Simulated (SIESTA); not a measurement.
Runs of SIESTA 5.4.2 on Ca. The structure is cubic, space group Fm-3m (No. 225). The conventional cell has a = 5.588 Å, b = 5.588 Å, c = 5.588 Å, α = 90.00°, β = 90.00°, γ = 90.00°. Ca (site symmetry m-3m) is surrounded by 12 Ca at 3.95 Å. 

```tsv
task	level	potentials or basis	cell	k mesh	optimiser	force tolerance	gap on the mesh (eV)	pressure (GPa)
single point	PBEsol	PseudoDojo 0.4 standard (PBEsol files), DZP (energy shift 0.003 Ry; two zetas on semicore shells; d shell added on Ca)	cell strained at random at fixed volume	8 × 8 × 8	-	-	none	-1.1
single point	PBE	PseudoDojo 0.4 standard (PBE files), DZP (energy shift 0.003 Ry; two zetas on semicore shells; d shell added on Ca)	as given	8 × 8 × 8	-	-	none	-0.4
relaxation of cell and atoms	PBEsol	PseudoDojo 0.4 standard (PBEsol files), DZP (energy shift 0.003 Ry; two zetas on semicore shells; d shell added on Ca)	relaxed	6 × 6 × 6	CG	0.02 eV/Å	none	0.0
single point	revPBE	PseudoDojo 0.4 standard (PBE files), DZP (energy shift 0.003 Ry; two zetas on semicore shells; d shell added on Ca)	as given	8 × 8 × 8	-	-	none	0.2
single point	PBEsol	PseudoDojo 0.4 standard (PBEsol files), DZP (energy shift 0.003 Ry; two zetas on semicore shells; d shell added on Ca)	as given	8 × 8 × 8	-	-	none	-1.1
single point	LDA	PseudoDojo 0.4 standard (LDA files), DZP (energy shift 0.003 Ry; two zetas on semicore shells; d shell added on Ca)	as given	8 × 8 × 8	-	-	none	(b)
single point	PW91	PseudoDojo 0.4 standard (PBE files), DZP (energy shift 0.003 Ry; two zetas on semicore shells; d shell added on Ca)	as given	8 × 8 × 8	-	-	none	(a)
single point	RPBE	PseudoDojo 0.4 standard (PBE files), DZP (energy shift 0.003 Ry; two zetas on semicore shells; d shell added on Ca)	as given	8 × 8 × 8	-	-	none	0.4
band structure	PBEsol	PseudoDojo 0.4 standard (PBEsol files), DZP (energy shift 0.003 Ry; two zetas on semicore shells; d shell added on Ca)	as given	8 × 8 × 8	-	-	none	-1.1
relaxation of cell and atoms	PBEsol	PseudoDojo 0.4 standard (PBEsol files), DZP (energy shift 0.003 Ry; two zetas on semicore shells; d shell added on Ca)	relaxed to 20 GPa	6 × 6 × 6	CG	0.02 eV/Å	none	20.0
```

Alike in all rows: no spin polarisation; smearing fermi-dirac 0.05 eV; grid cutoff 800 Ry; energy shift 0.003 Ry.

Task: Estimate the missing entries.

Result: (a) -0.6; (b) -2.0.

Caveats: the basis of atomic orbitals isn't converged, which shifts pressures, moduli and gaps; the potentials were made for another functional, which shifts forces and pressure (some runs).

A gap of «none» marks a metal or a gap under the smearing width.
